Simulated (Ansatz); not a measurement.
**Ni in Ansatz: the effect of functional**

Crystal: Ni.

```
Ni
1.0
    -1.40192    1.40192    1.40192
     1.40192   -1.40192    1.40192
     1.40192    1.40192   -1.40192
Ni
1
Direct
  0.00000 0.00000 0.00000
```

This isn't the form of Ni at room conditions, which is fcc.

The cell isn't the ideal one: volume scaled by 1.04.

Alike in all runs:

* Program: Ansatz 0.2.0
* Task: single point
* Potentials or basis: Ansatz PAW
* k mesh: 13 × 13 × 13
* Occupations: fermi-dirac, width 0.05 eV
* Spin: collinear spin, ferromagnetic start
* Starting moments: [1.0] μB

| functional | cutoff | pressure (GPa) | moment (μB) |
| --- | --- | --- | --- |
| LDA | 420 eV (not typed: the program's choice for these potentials) | ? | ? |
| PBEsol | 420 eV (not typed: the program's choice for these potentials) | -9.9 | 0.61 |
| r2SCAN | 500 eV (not typed: the program's choice for these potentials) | -8.0 | 0.65 |

**Question.** What does the run with functional LDA give?

**Answer.** Pressure -17.1 GPa; moment 0.58 μB.

Caveats: the PAW data sets come from PBE, with cores solved anew for the run's functional, which leaves a small shift of forces and pressure; the magnetic or orbital state may not be the lowest (some runs).
